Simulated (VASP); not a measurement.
A run of VASP 6.6.1:

Contents of INCAR:

```
  ALGO = Fast
  DIPOL = 0.5 0.5 0.502
  EDIFF = 1E-7
  ENCUT = 520
  GGA = PE
  IDIPOL = 3
  ISIF = 2
  ISMEAR = 0
  LASPH = T
  LCHARG = F
  LDIPOL = T
  LREAL = Auto
  LWAVE = F
  NBANDS = 81
  NELM = 100
  PREC = Accurate
  SIGMA = 0.05
```

KPOINTS

```
k-points
0
Gamma
  3 3 1
```

POSCAR

```
Si12H5C
1.0
    7.6805938572      0.0000000000      0.0000000000
    0.0000000000      7.6805938572      0.0000000000
    0.0000000000      0.0000000000     22.8087500000
Si H C
24 10 2
Direct
    0.0818714002      0.0221041542      0.6761354898
    0.1136886892      0.5142401934      0.6402721454
    0.3984336690      0.0383082639      0.6639711637
    0.4182054166      0.4794959276      0.6608755283
    0.0114071639      0.2462402968      0.6065493303
    0.0101545448      0.7846357256      0.6139733473
    0.4822878958      0.2516436569      0.5959984964
    0.4969609939      0.7614821154      0.6217086765
    0.2396175859      0.2462734406      0.5370790821
    0.2615084859      0.7392502663      0.5515130211
    0.7536263238      0.2523535680      0.5494637783
    0.7487309118      0.7565352342      0.5575407042
    0.2465552506     -0.0144320516      0.4860759296
    0.2521638022      0.5031122249      0.4842861576
    0.7485246958     -0.0017749739      0.4912546549
    0.7525045696      0.5081312481      0.4923605699
   -0.0052605352     -0.0040315084      0.4283049397
   -0.0029479556      0.5041180986      0.4283066370
    0.5011480347     -0.0022498591      0.4287485272
    0.5068527164      0.5017092005      0.4283293860
    0.0000000000      0.2500000000      0.3691565737
    0.0000000000      0.7500000000      0.3691565737
    0.5000000000      0.2500000000      0.3691565737
    0.5000000000      0.7500000000      0.3691565737
   -0.1510299882      0.2500000000      0.3288211761
    0.1510299882      0.2500000000      0.3288211761
   -0.1510299882      0.7500000000      0.3288211761
    0.1510299882      0.7500000000      0.3288211761
    0.3489700118      0.2500000000      0.3288211761
    0.6510299882      0.2500000000      0.3288211761
    0.3489700118      0.7500000000      0.3288211761
    0.6510299882      0.7500000000      0.3288211761
    0.4934762281      0.1079002394      0.7733154212
    0.4899161098      0.4183505802      0.7721709412
    0.4684380195      0.1724817776      0.7312561565
    0.4668994925      0.3496103415      0.7307552539
```

Potentials or basis: VASP PAW PBE potentials, release 64 (Si, H, C).

Command:

```console
$ cat potpaw_PBE.64/Si/POTCAR potpaw_PBE.64/H/POTCAR potpaw_PBE.64/C/POTCAR > POTCAR
$ mpirun -np 1 vasp_std > vasp.out
```

Hardware: 1 thread of Intel(R) Xeon(R) 6975P-C (Granite Rapids), with other jobs on the host.

How long does it take, and how much memory?

Run time: 17 min on 1 thread of Intel(R) Xeon(R) 6975P-C (Granite Rapids) (shared host), peak memory 1.3 GiB. Counts: scf iterations 30, k points 5.
